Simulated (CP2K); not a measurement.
Runs of CP2K 2026.2 on Tc. Symmetry: P6_3/mmc, No. 194, hexagonal system. Conventional cell: a = 2.740 Å, b = 2.740 Å, c = 4.398 Å, α = 90.00°, β = 90.00°, γ = 120.00°. Tc (site symmetry -6m2) has 12 Tc at 2.71 to 2.74 Å as nearest neighbours. 

| potentials or basis | basis sets | potentials | ADDED_MOS | gap on the mesh (eV) | pressure (GPa) |
| --- | --- | --- | --- | --- | --- |
| POTENTIAL_UZH Tc GTH-PBE-q15; TZVP-MOLOPT-PBE-GTH basis | Tc TZVP-MOLOPT-PBE-GTH-q15 | Tc GTH-PBE-q15 of POTENTIAL_UZH | [16] | none | 6.9 |
| POTENTIAL_UZH Tc GTH-PBE-q15; DZVP-MOLOPT-PBE-GTH basis | Tc DZVP-MOLOPT-PBE-GTH-q15 | Tc GTH-PBE-q15 of POTENTIAL_UZH | [16] | none | 6.3 |
| GTH_POTENTIALS Tc GTH-PBE-q15; DZVP-MOLOPT-SR-GTH basis | Tc DZVP-MOLOPT-SR-GTH-q15 | Tc GTH-PBE-q15 of GTH_POTENTIALS | [16] | none | 3.0 |
| GTH_POTENTIALS Tc GTH-PBE-q15; SZV-MOLOPT-SR-GTH basis | Tc SZV-MOLOPT-SR-GTH-q15 | Tc GTH-PBE-q15 of GTH_POTENTIALS | [5] | none | (a) |
| POTENTIAL_UZH Tc GTH-PBE-q15; TZV2P-MOLOPT-PBE-GTH basis | Tc TZV2P-MOLOPT-PBE-GTH-q15 | Tc GTH-PBE-q15 of POTENTIAL_UZH | [16] | none | 6.9 |
| GTH_POTENTIALS Tc GTH-PBE-q15; TZVP-MOLOPT-SR-GTH basis | Tc TZVP-MOLOPT-SR-GTH-q15 | Tc GTH-PBE-q15 of GTH_POTENTIALS | [16] | none | 4.7 |
| POTENTIAL_UZH Tc GTH-PBE-q15; ccGRB-D basis | Tc ccGRB-D-q15 | Tc GTH-PBE-q15 of POTENTIAL_UZH | [16] | none | (b) |

Alike in all rows: task band structure; level PBE; no spin polarisation; cell as given; k mesh 11 × 11 × 6; smearing fermi-dirac 0.05 eV.

**Question.** Estimate the missing entries.

**Answer.** (a) 8.1; (b) 12.6.

Caveats: the basis of atomic orbitals isn't converged, which shifts pressures, moduli and gaps; a minimal basis gives rough bond lengths, pressures and levels (some runs).

A k mesh can miss the band edges, and the runs leave out spin-orbit coupling on Tc.

A gap of «none» marks a metal or a gap under the smearing width.
